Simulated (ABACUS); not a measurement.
Wanted: an ASE script for an ABACUS 3.10.1 run.

```yaml
Task: relaxation of cell and atoms
Functional: r2SCAN
Potentials_or_basis: SG15 ONCV 1.2 PBE
Cutoff: 1361 eV
Density_cutoff: 5442 eV
Basis: DZP LCAO (the cutoffs set its grid)
k_mesh: 7 × 7 × 7
Occupations: fermi-dirac, width 0.05 eV
Spin: no spin polarisation
Orbital_files: Sr Sr_confined-atom_9au_3s2p2d.orb, O O_confined-atom_6au_2s2p1d.orb
Optimiser: ASE BFGS
Force_threshold: 0.01 eV/Å
Max_steps: 60
Cell_moves: yes
Radial_cutoff_of_the_potentials_pseudo_rcut: 10 bohr
SCF_threshold_on_the_density: 1e-07
Max_SCF_steps: 100
Eigensolver: genelpa
Mixing: broyden
Mixing_share: 0.7
Symmetry_key: 1
Bands: 12
```

The structure of SrO lies in SrO.cif:

```cif
data_SrO
_cell_length_a 3.62929627
_cell_length_b 3.62929627
_cell_length_c 3.62929627
_cell_angle_alpha 60.00000000
_cell_angle_beta 60.00000000
_cell_angle_gamma 60.00000000
_space_group_name_H-M_alt 'P1'
_space_group_name_Hall 'P 1'
_space_group_IT_number 1
loop_
_space_group_symop_operation_xyz
'x,y,z'
loop_
_atom_site_label
_atom_site_type_symbol
_atom_site_symmetry_multiplicity
_atom_site_Wyckoff_symbol
_atom_site_fract_x
_atom_site_fract_y
_atom_site_fract_z
_atom_site_occupancy
Sr1 Sr 1 a 0.5000000000 0.5000000000 0.5000000000 1
O1 O 1 a 0.0000000000 0.0000000000 0.0000000000 1
```

These files were run (other wordings do the same):

run_abacus.py

```python
"""Relaxation by an ASE optimiser with ABACUS as a small file-based calculator."""
import re
import subprocess
import numpy as np
from ase.calculators.calculator import Calculator, all_changes
from ase.filters import FrechetCellFilter
from ase.io import read
from ase.optimize import BFGS
from ase.stress import full_3x3_to_voigt_6_stress
from ase.units import Bohr, GPa

atoms = read("SrO.cif")
atoms = atoms[(-atoms.numbers).argsort(kind="stable")]  # ABACUS lists atoms element by element
pseudo = {'Sr': 'Sr_ONCV_PBE-1.2.upf', 'O': 'O_ONCV_PBE-1.2.upf'}
orbital = {'Sr': 'Sr_confined-atom_9au_3s2p2d.orb', 'O': 'O_confined-atom_6au_2s2p1d.orb'}
magmoms = None
kmesh = [7, 7, 7]
params = {
    'suffix': 'SrO',
    'calculation': 'scf',
    'basis_type': 'lcao',
    'pseudo_dir': './',
    'orbital_dir': './',
    'symmetry': 1,
    'dft_functional': 'MGGA_X_R2SCAN+MGGA_C_R2SCAN',
    'ecutwfc': 100,
    'pseudo_rcut': 10,
    'nspin': 1,
    'nbands': 12,
    'ks_solver': 'genelpa',
    'smearing_method': 'fd',
    'smearing_sigma': 0.00367493,
    'scf_thr': 1e-07,
    'scf_nmax': 100,
    'mixing_type': 'broyden',
    'mixing_beta': 0.7,
    'cal_force': 1,
    'cal_stress': 1,
    'mixing_tau': 1,
    'out_mul': 1,
}

def write_input(atoms):
    symbols = atoms.get_chemical_symbols()
    elements = list(dict.fromkeys(symbols))
    lines = ["ATOMIC_SPECIES"] + [f"{e} {atoms.get_masses()[symbols.index(e)]:.4f} {pseudo[e]}" for e in elements]
    if orbital:
        lines += ["", "NUMERICAL_ORBITAL"] + [orbital[e] for e in elements]
    lines += ["", "LATTICE_CONSTANT", f"{1 / Bohr:.10f}", "", "LATTICE_VECTORS"]
    lines += [" ".join(f"{x:.10f}" for x in v) for v in atoms.cell]
    lines += ["", "ATOMIC_POSITIONS", "Direct"]
    for e in elements:
        lines += ["", e, "0.0", str(symbols.count(e))]
        for i, p in enumerate(atoms.get_scaled_positions(wrap=False)):
            if symbols[i] == e:
                mag = "" if magmoms is None else " mag " + " ".join(str(x) for x in (magmoms[i] if isinstance(magmoms[i], list) else [magmoms[i]]))
                lines.append(" ".join(f"{x:.10f}" for x in p) + " 1 1 1" + mag)
    open("STRU", "w").write("\n".join(lines) + "\n")
    open("KPT", "w").write("K_POINTS\n0\nGamma\n%d %d %d 0 0 0\n" % tuple(kmesh))
    open("INPUT", "w").write("INPUT_PARAMETERS\n" + "".join(f"{k:<20s}{v}\n" for k, v in params.items()))

class Abacus(Calculator):
    implemented_properties = ["energy", "free_energy", "forces", "stress"]

    def calculate(self, atoms=None, properties=("energy",), system_changes=all_changes):
        super().calculate(atoms, properties, system_changes)
        write_input(self.atoms)
        subprocess.run(['mpirun', '-np', '4', 'abacus'], check=True)
        log = open("OUT.SrO/running_scf.log").read()
        if "charge density convergence is achieved" not in log:
            raise RuntimeError("SCF not converged")
        rows = lambda title, n: np.array([l.split()[-3:] for l in log.split(title)[-1].split("\n")[2:2 + n]], float)
        energy = float(re.findall(r"FINAL_ETOT_IS (\S+)", log)[-1])
        stress = -rows("TOTAL-STRESS", 3) / 10 * GPa  # ABACUS prints kbar, compression positive
        self.results = dict(energy=energy, free_energy=energy, forces=rows("TOTAL-FORCE", len(self.atoms)), stress=full_3x3_to_voigt_6_stress(stress))

atoms.calc = Abacus()
opt = BFGS(FrechetCellFilter(atoms), logfile="opt.log", trajectory="relax.traj")
print("optimiser converged:", opt.run(fmax=0.01, steps=60))
```

Potentials or basis: SG15 ONCV 1.2 PBE, DZP LCAO (the cutoffs set its grid).

Run with:

```bash
$ OMP_NUM_THREADS=1 python run_abacus.py > log
```

It gave:

* Relaxed volume: 17.33 Å³/atom
* Relaxed cell: a = 3.660 Å, b = 3.660 Å, c = 3.660 Å, α = 60.00°, β = 60.00°, γ = 60.00°
* Space group after relaxing (to 0.05 Å): Fm-3m (No. 225)
* Energy gained by relaxing: 3.3 meV/atom
* Ionic steps: 3
* Pressure after relaxing: 0.0 GPa
* Band gap on the k mesh: 3.81 eV, indirect (least direct gap 3.94 eV)
* Mulliken charges: Sr +1.21; O -1.21 e

Caveat: the atomic orbitals were generated for these runs and aren't a published set; Mulliken charges move with the basis; the potentials were made for another functional, which shifts forces and pressure; an odd mesh through Γ misses points on the zone boundary, where band edges often lie; the basis of atomic orbitals isn't converged, which shifts pressures, moduli and gaps.

Run time: 72 s on 4 MPI ranks on Intel(R) Xeon(R) Platinum 8488C (Sapphire Rapids) (shared host), peak memory 0.44 GiB a rank.
